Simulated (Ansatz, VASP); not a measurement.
This is a calculation of Mo for VASP 6.6.1.

INCAR

```
SYSTEM = Mo
ALGO     = Fast           ! electronic algorithm
EDIFF    = 1E-7           ! SCF threshold, eV
ENCUT    = 520            ! plane-wave cutoff, eV
GGA      = PE             ! functional
ISIF     = 2              ! what is computed and relaxed
ISMEAR   = 0              ! smearing method
LASPH    = .TRUE.         ! aspherical terms in the spheres
LCHARG   = .FALSE.        ! write CHGCAR
LREAL    = .FALSE.        ! projectors in reciprocal space
LWAVE    = .FALSE.        ! write WAVECAR
NBANDS   = 13             ! bands
NELM     = 80             ! most SCF steps
PREC     = Accurate       ! precision mode
SIGMA    = 0.024          ! smearing width, eV
```

KPOINTS

```
k-points
0
G
  12 12 12
  0 0 0
```

Contents of POSCAR:

```
Mo
1.0
   -1.5838089719      1.5838089719      1.5838089719
    1.5838089719     -1.5838089719      1.5838089719
    1.5838089719      1.5838089719     -1.5838089719
Mo
1
Direct
    0.0000000000      0.0000000000      0.0000000000
```

Potentials or basis: VASP PAW PBE potentials, release 64 (Mo_sv).

The run is started by

```sh
$ cat potpaw_PBE.64/Mo_sv/POTCAR > POTCAR
$ mpirun -np 1 vasp_std > vasp.out
```

Q: Translate it to Ansatz 0.2.0. Potentials there: Ansatz PAW.

A: As run (the cutoff follows the program's own potentials):

File input.yaml:

```yaml
crystal:
  lattice:
    - [-1.5838089719, 1.5838089719, 1.5838089719]
    - [1.5838089719, -1.5838089719, 1.5838089719]
    - [1.5838089719, 1.5838089719, -1.5838089719]
  atoms:
    - { symbol: Mo, position: [0.0, 0.0, 0.0] }
hamiltonian:
  xc: pbe
  pseudopotentials: { kind: paw }
kpoints:
  mp_grid: { grid: [12, 12, 12] }
scf:
  occupations: { method: gaussian, width: 0.024 }
output:
  forces: true
  stress: true
  eigenvalues: true
```

Potentials or basis: Ansatz PAW.

The run is started by

```bash
$ ansatz run input.yaml --threads 2 --pin off --max-ram 5632MiB --backend cpu --events-out ev --progress --plain --runs-dir out
```

Both were run:

|  | VASP | Ansatz | Ansatz less VASP |
| --- | --- | --- | --- |
| gap on the k mesh at the Fermi level (eV) | none | none | - |
| pressure (GPa) | -1.4 | -1.9 | -0.50 |

A gap of «none» marks a metal or a gap that the smearing closes.
